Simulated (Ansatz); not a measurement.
Crystal: HfO2.

```
Hf O
1.0
     0.00000    2.55750    2.55750
     2.55750    0.00000    2.55750
     2.55750    2.55750    0.00000
Hf O
1 2
Cartesian
  0.0000 0.0000 0.0000
  3.8363 3.8363 3.8363
  1.2788 1.2788 1.2788
```

Measurements of this composition are mostly on another form, of space group No. 14.

Base run:

| Property | Result |
| --- | --- |
| Program | Ansatz 0.2.0 |
| Functional | PBEsol |
| Potentials or basis | all-electron LAPW, inner shells corrected to Dirac's equation |
| Cutoff | 343 eV |
| Density cutoff | 1372 eV |
| Basis error allowed | 0.002 eV/atom |
| k mesh | 9 × 9 × 9 |
| Occupations | fermi-dirac, width 0.05 eV |
| Spin | no spin polarisation |

Its results: band gap on the k mesh 3.70 eV, indirect (least direct gap 3.81 eV); pressure -10.1 GPa.

Task: The run is repeated on the same cell with these changes: potentials or basis from all-electron LAPW, inner shells corrected to Dirac's equation to all-electron LAPW, non-relativistic. What comes out?

Result: Band gap on the k mesh 3.28 eV, indirect (least direct gap 3.78 eV); pressure -2.4 GPa.

Caveats: spin-orbit coupling is left out, which moves the levels of the heavy elements; the mesh misses the band edges, which the band path finds closer together (some runs); relativity is left out, which matters for the heavier elements (some runs).

Not every run made on this cell is shown here.
